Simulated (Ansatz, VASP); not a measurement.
**Two plane-wave programs on Sn**

Contents of INCAR:

```
PREC     = Accurate       # precision mode
ENCUT    = 520            # plane-wave cutoff, eV
EDIFF    = 1E-6           # SCF threshold, eV
ISMEAR   = -1             # smearing method
SIGMA    = 0.1            # smearing width, eV
LREAL    = False          # projectors in reciprocal space
LASPH    = True           # aspherical terms in the spheres
NELM     = 80             # most SCF steps
ALGO     = Normal         # electronic algorithm
ISIF     = 2              # what is computed and relaxed
LWAVE    = False          # write WAVECAR
LCHARG   = False          # write CHGCAR
GGA      = PE             # functional
NBANDS   = 21             # bands
```

File KPOINTS:

```
Automatic mesh
0
Gamma
  5 5 5
```

The input POSCAR:

```
Sn
1.0
    0.0000000000      3.2333400000      3.2333400000
    3.2333400000      0.0000000000      3.2333400000
    3.2333400000      3.2333400000      0.0000000000
Sn
2
Direct
    0.0000000000      0.0000000000      0.0150000000
    0.2500000000      0.2500000000      0.2500000000
```

Input for Ansatz:

```yaml
crystal:
  lattice:
    - [0.0, 3.23334, 3.23334]
    - [3.23334, 0.0, 3.23334]
    - [3.23334, 3.23334, 0.0]
  atoms:
    - { symbol: Sn, position: [0.0, 0.0, 0.015] }
    - { symbol: Sn, position: [0.25, 0.25, 0.25] }
basis:
  ecutwfc: 462.593566181796
kpoints:
  mp_grid:
    grid: [5, 5, 5]
    shift: [0.0, 0.0, 0.0]
hamiltonian:
  xc: pbe
scf:
  occupations:
    method: fermi_dirac
    width: 0.1
output:
  forces: true
```

This isn't the form of Sn at room conditions, which is tetragonal (white tin).

Alike in both runs: task single point; functional PBE; k mesh 5 × 5 × 5; occupations fermi-dirac, width 0.1 eV; no spin polarisation.

|  | VASP | Ansatz |
| --- | --- | --- |
| version | VASP 6.6.1 | Ansatz 0.2.0 |
| potentials or method | VASP PAW PBE potentials, release 64 (Sn_d) | plane waves, PAW |
| plane-wave cutoff (eV) | 520 | 463 |
| valence electrons in the cell | 28 | 28 |

|  | VASP | Ansatz | Ansatz less VASP |
| --- | --- | --- | --- |
| rms of the force components (eV/Å) | 0.318 | 0.318 | +0.0003 |

Atom by atom the forces differ by 0.000 eV/Å (rms over components).
